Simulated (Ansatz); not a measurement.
**CuO at several levels of theory**

One geometry, relaxed with PBE, and single points on it; plane waves with PAW potentials in Ansatz, scalar-relativistic unless the row names spin-orbit coupling. Collinear spin, which adds to the cost, in r2SCAN, PBE+U; no spin polarisation in PBE, LDA. +U rows take U_eff Cu 4.00 eV on the d shells. Meshes are on the primitive cell of 4 atoms. Gaps are the least over mesh and band path; pressure is positive in compression. Smearing is Gaussian, 0.10 eV.

```
Cu O
1.0
     2.08215   -2.08794    0.00000
     2.08215    2.08794    0.00000
     0.00000    0.00000    5.15126
Cu O
2 2
Cartesian
  1.0411 1.0440 0.0000
  1.0411 -1.0440 2.5756
  2.0821 0.0000 1.2878
  2.0821 0.0000 3.8634
```

```csv
level,cutoff (eV),k mesh,gap (eV),pressure (GPa),largest moment (μB),rough cost with bands (core-min)
PBE,420,14×14×8,0,0.0,0.00,1.9
```

Problem. What do r2SCAN, PBE+U, LDA give on the same cell?

Solution.
```csv
level,cutoff (eV),k mesh,gap (eV),pressure (GPa),largest moment (μB),rough cost with bands (core-min)
r2SCAN,500,14×14×8,0,-5.4,0.62,10
PBE+U,420,14×14×8,0,2.4,0.58,5
LDA,420,14×14×8,0,-13.3,0.00,2
```

The state reached may not be the lowest one. Spin polarisation was left out for CuO (a zero moment there is imposed), and a magnetic state may lie lower.

This form isn't the usual stable structure of the compound.